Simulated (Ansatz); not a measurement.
RuO2 under a change: strain tensor (xx, yy, zz, yz, xz, xy) = (−1.60, +0.39, −0.06, −0.35, +0.05, −0.42) %

The parent structure is RuO2 in the rutile structure (space group P4_2/mnm, No. 136; a = 4.480 Å, c = 3.107 Å). Axes: x, y, z lie along a, b, c of the conventional cell.

Perturbation: strain tensor (xx, yy, zz, yz, xz, xy) = (−1.60, +0.39, −0.06, −0.35, +0.05, −0.42) %; the atoms relax in the strained cell.

All numbers come from r2SCAN (Ansatz, a quantum-chemistry and plane-wave program), no spin-orbit coupling. Γ-centred 11×11×15 mesh, Fermi–Dirac width 0.05 eV.

- Volume per atom = 10.26 Å³ (base 10.39 Å³)
- Space group = P-1 (No. 2) (base P4_2/mnm (No. 136))
- Energy relative to the base (free energy F) = +2.6 meV/atom
- Pressure (mean of the normal stresses, compression positive) = 3.5 GPa (base 0.0 GPa)
- Band gap = zero (base zero)
- Stress (xx, yy, zz, yz, xz, xy; compression positive) = (4.2, 3.4, 2.9, 0.9, -0.1, 2.1) GPa (rough)

Without a gap, meshes like the base's 11×11×15 leave anisotropic stresses uncertain by several tenths of a GPa, and small strain energies with them. Whether these cells are dynamically stable was not tested. Starting moments died away, wholly or in part, for the base; another magnetic solution may exist. No Hubbard U is applied, and correlation can decide whether such a compound is a metal. All final runs are without spin polarisation.
